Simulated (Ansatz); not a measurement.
# MnO2 (P-3m1) in Ansatz: further runs

Runs on MnO2. Level: LDA. Tasks: band structure, single point, equation of state.

Program: Ansatz 0.2.0. These are calculated values, not measurements. Logs are shortened: lines on timing, memory, paths and dates and some standing lists are left out, and cuts for length are marked.

**1. The structure**

The structure is trigonal, space group P-3m1 (No. 164). The conventional cell has a = 2.857 Å, b = 2.857 Å, c = 4.601 Å, α = 90.00°, β = 90.00°, γ = 120.00°. Around Mn (site symmetry -3m) lie 6 O at 1.90 Å. O (site symmetry 3m) has 3 Mn at 1.90 Å as nearest neighbours.

Measurements of this composition are mostly on another form, of space group No. 136.

**2. Band structure, LDA, collinear spin, ferromagnetic start**

input.yaml reads:

```yaml
crystal:
  lattice:
    - [2.8565781804, 0.0, 0.0]
    - [-1.4282890902, 2.4738692722, 0.0]
    - [0.0, 0.0, 4.6013740589]
  atoms:
    - { symbol: Mn, position: [0.0, 0.0, 0.5], spin: 4.0 }
    - { symbol: O, position: [0.3333333333, 0.6666666667, 0.70629257] }
    - { symbol: O, position: [0.6666666667, 0.3333333333, 0.29370743] }
hamiltonian:
  xc: lda
  pseudopotentials: { kind: paw }
magnetization:
  spin_polarized: true
kpoints:
  mp_grid: { grid: [11, 11, 6] }
  band_path:
    path:
      - [[0.0, 0.0, 0.0], [0.5, 0.0, 0.0], [0.3333333333, 0.3333333333, 0.0], [0.0, 0.0, 0.0], [0.0, 0.0, 0.5], [0.5, 0.0, 0.5], [0.3333333333, 0.3333333333, 0.5], [0.0, 0.0, 0.5]]
      - [[0.5, 0.0, 0.5], [0.5, 0.0, 0.0]]
      - [[0.3333333333, 0.3333333333, 0.0], [0.3333333333, 0.3333333333, 0.5]]
    npoints: 14
scf:
  occupations: { method: fermi_dirac, width: 0.05 }
  n_extra_bands: 7
output:
  forces: true
  stress: true
  eigenvalues: true
  fatbands: true
```

Potentials or basis: Ansatz PAW.

Run with:

```bash
ansatz run input.yaml --threads 2 --pin off --max-ram 5632MiB --backend cpu --events-out ev --progress --plain --runs-dir out
```

Log:

```text
Warning: RAYON_NUM_THREADS=2 ignored (pool sized by the plan → 2); use --threads N
scf.n_extra_bands = 7 over 14 filled bands (N_el = 27.0): the run solves 21 bands
Engine: ansatz 0.2.0, aarch64-unknown-linux-gnu
Pseudopotentials: kind: paw
Pseudopotential: Mn, paw, valence charge 15, recommended cutoff 420 eV (normal), Mn.paw.azcp
Pseudopotential: O, paw, valence charge 6, recommended cutoff 420 eV (normal), O.paw.azcp
Functional definition: SPW92
  exchange = slater_x
  correlation = pw_c
Crystal: 3 atoms, lattice volume = 32.517 Å³
Basis set: ecut = 420 eV, 615 PW (Γ)
Bands: 21, of which v1, the nominal top of the filled ones, is band 14 counted from 1 (13 counted from 0)
Symmetry: 12 space group operations
Space group: P-3m1 (ITA 164), of the structure as read, at distance tolerance 3.2e-5 Å
Magnetic group: BNS 164.85 (UNI 1315), of the structure as read, at distance tolerance 3.2e-5 Å
k-points: 84 of 726
Non-local potential: Mn, projectors of the file, l = 0: 3, l = 1: 2, l = 2: 3, l = 3: 1
Non-local potential: O, projectors of the file, l = 0: 2, l = 1: 2, l = 2: 1
PAW form: soft (Blöchl's): semilocal exchange-correlation on the pseudo side does not see the compensation charge
PAW frozen core: Mn, regenerated for the run's functional, and the local potential with it (the file was generated under x = pbe(κ = 0.804, μ = 0.2195149727645171), c = pbe(β = 0.06672455060314922))
PAW frozen core: O, regenerated for the run's functional, and the local potential with it (the file was generated under x = pbe(κ = 0.804, μ = 0.2195149727645171), c = pbe(β = 0.06672455060314922))
PAW one-centre angular grid: Mn, 590 points (default); XC on 64 Gauss nodes
PAW one-centre angular grid: O, 110 points (default); XC on 64 Gauss nodes
Initial density: superposition of atomic densities (chi_scale 0.1, normalization cell, long waves kept (reshape's long-wave potential 0.12 eV rms))
Starting moments: Σ|m| = 4 μB on 1 of 3 sites
Initial wavefunctions: pseudopotential atomic-orbital guess
Functional: x = slater, c = lda
SCF iter   1: F=—  HF=-4951.537497 eV  |F-HF|=—  |Δ(HF+E_count)|=         —  Δρ=8.32e-2 (↑4.68e-2 ↓8.32e-2)  dr2=3.45e0  dr2_m=6.80e-1  M=2.997 μB ∫|m|=3.060 μB  β_m=0.30  ethr=3.10e-3  ⟨swp⟩=5.8  Hψ=15509  notcnv=0
Mixer restart at iter 1: flushing history
preconditioner: auto → none  [insulator: Δε(μ)=0.272 eV  Ē_g=14.734 eV  σ=0.050 eV  W_gap=0.87  n_scr=8 (ndim 8)  ℏωp=28.4 eV  f_vac=0.091  D(μ)=0.05/eV (n_scr^D=0)  ε∞_Penn≈4.7]
SCF iter   2: F=—  HF=-4951.802921 eV  |F-HF|=—  |Δ(HF+E_count)|=   2.65e-1  Δρ=6.03e-2 (↑6.03e-2 ↓2.95e-2)  dr2=4.83e-1  dr2_m=4.69e-1  M=3.000 μB ∫|m|=3.043 μB  β_m=0.32  ethr=3.10e-3  ⟨swp⟩=3.8  Hψ=8526  notcnv=0  defer=278
SCF iter   3: F=—  HF=-4951.361860 eV  |F-HF|=—  |Δ(HF+E_count)|=   4.41e-1  Δρ=3.20e-2 (↑2.65e-2 ↓3.20e-2)  dr2=2.08e-1  dr2_m=1.91e-1  M=3.000 μB ∫|m|=3.043 μB  β_m=0.41  ethr=1.79e-3  ⟨swp⟩=3.1  Hψ=6741  notcnv=0  defer=280
SCF iter   4: F=—  HF=-4951.437048 eV  |F-HF|=—  |Δ(HF+E_count)|=   7.52e-2  Δρ=6.27e-3 (↑4.56e-3 ↓6.27e-3)  dr2=5.45e-3  dr2_m=7.57e-3  M=3.000 μB ∫|m|=3.029 μB  β_m=0.49  ethr=7.70e-4  ⟨swp⟩=3.0  Hψ=6499  notcnv=0  defer=290
SCF iter   5: F=—  HF=-4951.447656 eV  |F-HF|=—  |Δ(HF+E_count)|=   1.06e-2  Δρ=1.91e-3 (↑1.91e-3 ↓1.51e-3)  dr2=2.42e-4  dr2_m=6.56e-4  M=2.999 μB ∫|m|=3.026 μB  β_m=0.70  ethr=2.02e-5  ⟨swp⟩=2.3  Hψ=7204  notcnv=0  defer=296
SCF iter   6: F=—  HF=-4951.448172 eV  |F-HF|=—  |Δ(HF+E_count)|=   5.17e-4  Δρ=8.01e-4 (↑4.58e-4 ↓8.01e-4)  dr2=2.05e-4  dr2_m=6.11e-5  M=2.999 μB ∫|m|=3.024 μB  β_m=0.73  ethr=8.95e-7  ⟨swp⟩=2.3  Hψ=5433  notcnv=0  defer=295
SCF iter   7: F=—  HF=-4951.448138 eV  |F-HF|=—  |Δ(HF+E_count)|=   3.48e-5  Δρ=1.41e-4 (↑1.41e-4 ↓1.39e-4)  dr2=3.32e-6  dr2_m=4.49e-6  M=2.999 μB ∫|m|=3.023 μB  β_m=0.80  ethr=7.60e-7  ⟨swp⟩=2.4  Hψ=5685  notcnv=0  defer=296
SCF iter   8: F=—  HF=-4951.448140 eV  |F-HF|=—  |Δ(HF+E_count)|=   2.26e-6  Δρ=7.88e-5 (↑5.27e-5 ↓7.88e-5)  dr2=5.46e-6  dr2_m=1.11e-7  M=2.999 μB ∫|m|=3.023 μB  β_m=0.80  ethr=1.23e-8  ⟨swp⟩=2.0  Hψ=5373  notcnv=0  defer=296
SCF iter   9: F=—  HF=-4951.448141 eV  |F-HF|=—  |Δ(HF+E_count)|=   1.74e-6  Δρ=1.22e-5 (↑1.22e-5 ↓8.46e-6)  dr2=1.26e-7  dr2_m=3.77e-9  M=2.999 μB ∫|m|=3.023 μB  β_m=0.88  ethr=1.23e-8  ⟨swp⟩=2.3  Hψ=4627  notcnv=0  defer=295
SCF iter  10: F=—  HF=-4951.448142 eV  |F-HF|=—  |Δ(HF+E_count)|=   1.79e-8  Δρ=1.09e-6 (↑1.09e-6 ↓6.62e-7)  dr2=5.55e-10  dr2_m=1.03e-10  M=2.999 μB ∫|m|=3.023 μB  β_m=0.93  ethr=4.67e-10  ⟨swp⟩=2.2  Hψ=4955  notcnv=0  defer=295
SCF iter  11: F=-4951.448142 eV  HF=-4951.448142 eV  |F-HF|=1.82e-12  |Δ(HF+E_count)|=  8.19e-11  Δρ=9.97e-8 (↑8.49e-8 ↓9.97e-8)  dr2=3.52e-12  dr2_m=1.08e-12  M=2.999 μB ∫|m|=3.023 μB  ethr=2.05e-12  ⟨swp⟩=7.0  Hψ=14010  notcnv=0
SCF 1 converged in 11 iterations: F = -4951.448142 eV  dr2 = 3.52e-12
NSCF: frozen V_eff on 129 k-points
SCF converged after 11 iterations
Magnetization: 2.9995 μB (14.9997 up, 12.0003 down)
Absolute magnetization: 3.0242 μB (∫|ρ↑−ρ↓|, with the PAW one-centre terms)
Spin contamination: 0.0374 ħ² per cell (⟨S²⟩ above its minimum at these occupations)
Per-site moments (μB) at R_I (Å): [(2.470736415665221, 0.7849485026378248), (0.05963720609925235, 0.7849485026378248), (0.059637206099252375, 0.7849485026378249)]
Free energy (F): -4951.448142 eV
Harris-Foulkes:  -4951.448142 eV  (|F-HF|=1.82e-12)
Internal energy: -4951.447975 eV  (E = F + TS)
E sigma→0 (E₀):  -4951.448058 eV
Entropy (-TS):   -0.000166 eV (-0.055 meV/atom)
Fermi energy:    7.977357 eV
--- Per-component energies (eV) ---
  E_band       = -366.610901
  E_kinetic    = 646.743139
  E_local      = -3563.384255  (includes V_loc(G=0)·N_el)
  E_nonlocal   = 341.376010
  E_hartree    = 1450.351475
  E_xc         = -256.838834
  E_vxc        = -330.369072  (∫ρ·V_xc dr)
  E_paw        = -1530.788120  (= ΣΔE_a)
  E_vpaw       = -361.684490  (= ΣTr[D̂ρ^β])
  E_aug_tail   = 0.004863  (compensation charges beyond the density's cutoff)
  E_ewald      = -2039.490050
  E_core_change = 0.577796  (= ΣΔE_core)
  E_smearing   = -0.000166  (= −TS)
  E_closure    = 0.000000  (closes the sum)
  Σ components = -4951.448142   (vs F -4951.448142, Δ=0.00e0)
--- Forces (eV/Å), atoms counted from 1 ---
  atom   1  Mn     0.00000000     0.00000000     0.00000000
  atom   2  O     -0.00000000    -0.00000000    -0.55264696
  atom   3  O      0.00000000     0.00000000     0.55264696
  max |Σ_I F_I| component: 6.63e-32 eV/Å
--- Stress (GPa, compression-positive) ---
      -10.130312      -0.000000       0.000000
        0.000000     -10.130312       0.000000
        0.000000       0.000000      -6.302588
  P = ⅓ Tr σ = -8.8544 GPa (-88.544 kbar)
--- Band table (eV; the first three rows and the last of 168) ---
  k-point 0 ↑: bands = ["-73.2062", "-42.2256", "-42.2256", "-42.2020", "-11.8550", "-9.4428", "1.2410", "1.5720", "1.5720", "5.3783", "5.3783", "6.1048", "6.1048", "6.3671", "7.3859", "10.4144", "10.4144", "14.4832", "17.7146", "22.0738", "26.8258"]
  k-point 1 ↑: bands = ["-73.2062", "-42.2256", "-42.2256", "-42.2021", "-11.8255", "-9.4950", "1.3983", "1.5747", "1.5747", "5.3768", "5.3768", "5.9946", "6.0930", "6.0930", "7.5164", "10.4272", "10.4272", "14.8263", "17.6754", "21.7446", "26.8539"]
  k-point 2 ↑: bands = ["-73.2062", "-42.2257", "-42.2257", "-42.2022", "-11.7628", "-9.6022", "1.5807", "1.5807", "1.7635", "5.3391", "5.3739", "5.3739", "6.0706", "6.0706", "7.6554", "10.4533", "10.4533", "15.6808", "17.4294", "21.1141", "26.9246"]
  k-point 83 ↓: bands = ["-70.1244", "-39.4624", "-39.4226", "-39.1105", "-9.8067", "-9.7734", "2.0178", "2.2228", "3.1289", "4.4109", "4.8582", "5.1198", "8.5935", "9.2994", "9.4059", "11.3335", "11.3359", "19.8386", "22.0657", "22.3452", "23.3176"]
```

It took 6.9 s on 2 threads of Arm Neoverse V2, shared host; peak memory 0.36 GiB.

Results:

| Property | Result |
| --- | --- |
| Free energy | -4951.4481 eV |
| Pressure | -8.9 GPa |
| Largest force | 0.553 eV/Å |
| Band gap on the k mesh | 0.44 eV, indirect (least direct gap 0.49 eV) |
| Band gap along the path | 0.44 eV, indirect (least direct gap 0.49 eV) |
| Net moment | 3.00 μB per cell |
| Absolute moment | 3.02 μB per cell |
| Site moments | Mn +2.47; O +0.06 μB |

Forces on the atoms (eV/Å):
```
Mn   0.000  0.000  0.000
O    0.000  0.000 -0.553
O    0.000  0.000  0.553
```

Levels at the corners of the path, in eV from the valence-band top:
Spin up:
```csv
point,band 13,band 14,band 15,band 16,band 17,band 18
Γ,-1.64,-1.38,-0.36,2.67,2.67,6.74
M,-1.78,-1.77,-0.98,1.95,2.57,11.28
K,-2.13,-0.73,-0.73,1.74,1.74,12.67
Γ,-1.64,-1.38,-0.36,2.67,2.67,6.74
A,-1.69,-1.69,-0.05,2.72,2.72,8.75
L,-1.82,-1.78,-1.09,1.96,2.48,10.46
H,-2.11,-0.84,-0.84,2.01,2.01,12.02
A,-1.69,-1.69,-0.05,2.72,2.72,8.75
L,-1.82,-1.78,-1.09,1.96,2.48,10.46
M,-1.78,-1.77,-0.98,1.95,2.57,11.28
K,-2.13,-0.73,-0.73,1.74,1.74,12.67
H,-2.11,-0.84,-0.84,2.01,2.01,12.02
```
Spin down:
| point | band 10 | band 11 | band 12 | band 13 | band 14 | band 15 |
| --- | --- | --- | --- | --- | --- | --- |
| Γ | -1.51 | -1.51 | -1.19 | 0.45 | 0.45 | 2.08 |
| M | -3.40 | -3.00 | -2.47 | 0.80 | 1.21 | 1.53 |
| K | -3.07 | -3.07 | -2.80 | 0.75 | 1.66 | 1.66 |
| Γ | -1.51 | -1.51 | -1.19 | 0.45 | 0.45 | 2.08 |
| A | -2.59 | -1.55 | -1.55 | 0.44 | 0.44 | 2.23 |
| L | -3.22 | -2.90 | -1.80 | 0.76 | 1.21 | 1.51 |
| H | -3.11 | -2.87 | -2.87 | 0.83 | 1.63 | 1.63 |
| A | -2.59 | -1.55 | -1.55 | 0.44 | 0.44 | 2.23 |
| L | -3.22 | -2.90 | -1.80 | 0.76 | 1.21 | 1.51 |
| M | -3.40 | -3.00 | -2.47 | 0.80 | 1.21 | 1.53 |
| K | -3.07 | -3.07 | -2.80 | 0.75 | 1.66 | 1.66 |
| H | -3.11 | -2.87 | -2.87 | 0.83 | 1.63 | 1.63 |

Caveat: the pressure holds a Pulay correction of +1.1 GPa for the finite cutoff; a cell with one magnetic atom can't hold antiferromagnetic order, which such compounds often take; the PAW data sets come from PBE, with cores solved anew for the run's functional, which leaves a small shift of forces and pressure. LDA gaps usually lie below the measured ones, often by a third to a half.

(Part 1 of 2 ends here.)
